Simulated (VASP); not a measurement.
Runs of VASP 6.6.1 on AgCl. It takes space group Fm-3m (No. 225, cubic). Conventional cell: a = 5.446 Å, b = 5.446 Å, c = 5.446 Å, α = 90.00°, β = 90.00°, γ = 90.00°. Ag (site symmetry m-3m) has 6 Cl at 2.72 Å as nearest neighbours. Around Cl (site symmetry m-3m) lie 6 Ag at 2.72 Å. The cell is a database's computed one.

```tsv
level	potentials or basis	k mesh	cutoff (eV)	smearing	gap on the mesh (eV)	pressure (GPa)
PBEsol	VASP PAW PBE potentials, release 64 (Ag, Cl)	14 × 14 × 14	520	gaussian 0.02 eV	0.72	-0.1
PBEsol	VASP PAW PBE potentials, release 64 (Ag, Cl_h)	8 × 8 × 8	900	gaussian 0.02 eV	0.72	0.0
PBEsol	VASP PAW PBE potentials, release 64 (Ag, Cl)	8 × 8 × 8	700	gaussian 0.02 eV	0.72	0.0
PBEsol	VASP PAW PBE potentials, release 64 (Ag, Cl)	8 × 8 × 8	520	gaussian 0.5 eV	0.72	0.0
r2SCAN	VASP PAW PBE potentials, release 64 (Ag, Cl)	8 × 8 × 8	520	gaussian 0.02 eV	(a)	3.1
```

Alike in all rows: task single point; no spin polarisation; cell as given.

Q: Estimate the missing entries.

A: (a) 1.43.

Caveats: the PAW data sets were made with another functional, which shifts forces and pressure a little.

A k mesh can miss the band edges, and the runs leave out spin-orbit coupling on Ag.

Not every run made on this cell is shown here.
